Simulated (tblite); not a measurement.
1-propanethiol, C₃H₈S.
Bonds: C1–C2, C2–C3, C3–S4. Hydrogens: H5, H6, H7 on C1; H8, H9 on C2; H10, H11 on C3; H12 on S4.

Computed with GFN2-xTB (tblite), gas phase: nudged elastic band of 9 images (0 to 8), spring 0.2 eV/Å², climbing image at the end, force threshold 0.05 eV/Å. The top image wasn't refined or checked by frequencies; at this threshold it can lie a kcal/mol or more above the true saddle point of the method.

The band describes a rotation about C2–C3 (chain CH2 carbon, sp3 carbon bound to sulfur), followed by the dihedral C1–C2–C3–S4, from the optimised start (-179°) to a second optimised geometry at -64°.

Question: How does the energy change from image to image?

Answer: 
| image | dihedral (°) | E (kcal/mol) | C2–C3 (Å) | C1···S4 (Å) | largest true force (eV/Å) |
| --- | --- | --- | --- | --- | --- |
| 0 | -179 | 0.00 | 1.520 | 4.16 | 0.01 |
| 1 | -164 | 0.28 | 1.521 | 4.14 | 0.05 |
| 2 | -150 | 1.12 | 1.525 | 4.09 | 0.05 |
| 3 | -135 | 2.05 | 1.529 | 4.01 | 0.05 |
| 4 | -120 | 2.57 | 1.531 | 3.89 | 0.04 |
| 5 | -106 | 2.35 | 1.530 | 3.74 | 0.05 |
| 6 | -91 | 1.50 | 1.526 | 3.57 | 0.06 |
| 7 | -77 | 0.54 | 1.522 | 3.39 | 0.05 |
| 8 | -64 | 0.14 | 1.521 | 3.26 | 0.01 |

Barriers of this band. The top is image 4 at -120°: 2.57 kcal/mol forward and 2.43 kcal/mol back; the end lies 0.14 kcal/mol above the start. The central bond is 0.011 Å longer at the top than at the start.

Question: What rate follows at 250 K for crossing this barrier forward?

Answer: Taking the electronic barrier for the free energy of activation (no zero-point or entropy terms, transmission 1), rate = (kT/h)·exp(−ΔE/kT) ≈ 3 × 10^10 s⁻¹, whose inverse is 3 × 10^-11 s. An error of 1 kcal/mol in the barrier changes this by a factor of 7, and the method and the loose band can each miss by that much or more.

Question: How would the two end points share their population at 250 K, from these energies alone?

Answer: exp(−ΔE/kT) with ΔE = 0.006 eV gives 0.76 for the higher one (end) against 1 for the lower, without vibrational, rotational or degeneracy terms. GFN2-xTB can put conformers this close in the wrong order.

The cost below is that of the whole band run. On an x86-64 server with one thread, shared host, this took 1.5 s.
